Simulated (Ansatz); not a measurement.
The system is PbF2 (Fluorocronite).

```
CELL_PARAMETERS angstrom
0.00000 2.96366 2.96366
2.96366 0.00000 2.96366
2.96366 2.96366 0.00000
ATOMIC_POSITIONS crystal
Pb 0.00000 0.00000 0.00000
F 0.75000 0.75000 0.75000
F 0.25000 0.25000 0.25000
```

| Item | Value |
| --- | --- |
| Program | Ansatz 0.2.0 |
| Task | single point |
| Functional | PBEsol |
| Potentials or basis | all-electron LAPW, scalar-relativistic |
| Cutoff | 260 eV (chosen from the basis error) |
| Basis error allowed | 0.001 eV/atom |
| k mesh | 8 × 8 × 8 |
| Occupations | fermi-dirac, width 0.05 eV |
| Spin | no spin polarisation |

On this cell: pressure -1.1 GPa; largest force zero by symmetry; band gap on the k mesh 4.30 eV, indirect (least direct gap 4.45 eV).

The same run follows on a disturbed copy (atoms moved at random, drawn with an rms of 0.05 Å):

```
Pb F
1.0
     0.00000    2.96366    2.96366
     2.96366    0.00000    2.96366
     2.96366    2.96366    0.00000
Pb F
1 2
Direct
  0.98240 0.99974 0.00207
  0.75164 0.74372 0.76022
  0.26519 0.24966 0.24220
```

What changes?

The energy moves by +4.0 meV/atom; pressure -0.8 GPa; largest force 0.199 eV/Å; band gap on the k mesh 4.26 eV, indirect (least direct gap 4.45 eV).

Forces on the atoms (eV/Å):
```
Pb  -0.027  0.105  0.095
F   -0.074 -0.070  0.073
F    0.101 -0.034 -0.168
```

Stress tensor (GPa, compression positive):
```
-0.81 -0.46  0.04
-0.46 -0.76  0.40
 0.04  0.40 -0.75
```

Caveats: spin-orbit coupling is left out, which as a rule narrows the gap of such compounds by several tenths of an eV.

A k mesh can miss the band edges.

The runs don't all hold the same shells in valence.
